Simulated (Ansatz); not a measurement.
A run of Ansatz 0.2.0:

Contents of input.yaml:

```yaml
crystal:
  lattice:
    - [-1.443, 1.443, 1.443]
    - [1.443, -1.443, 1.443]
    - [1.443, 1.443, -1.443]
  atoms:
    - { symbol: Fe, position: [0.0, 0.0, 0.0], spin: 3.0 }
kpoints:
  mp_grid: { grid: [13, 13, 13] }
scf:
  occupations: { method: fermi_dirac, width: 0.05 }
hamiltonian:
  xc: revpbe
  pseudopotentials: { kind: all_electron, lapw: { basis_error: 0.001 } }
magnetization:
  spin_polarized: true
output:
  forces: true
  stress: true
relax:
  f_tol: 0.005
  max_steps: 60
  cell: {}
```

Potentials or basis: all-electron LAPW, scalar-relativistic.

Run with:

```console
$ ansatz run input.yaml --threads 2 --pin off --max-ram 6144MiB --backend cpu --events-out ev --progress --plain --runs-dir out
```

Hardware: 2 threads of AMD EPYC 9R45 96-Core Processor (Zen 5) (shared host).

**Question.** How long does it take, and how much memory?

**Answer.** Wall time 9.3 s on 2 threads of AMD EPYC 9R45 96-Core Processor (Zen 5), on a shared host, peak memory 0.42 GiB. Counts: scf iterations 34, plane waves 141, k points 84, bands 14, ion steps 5.
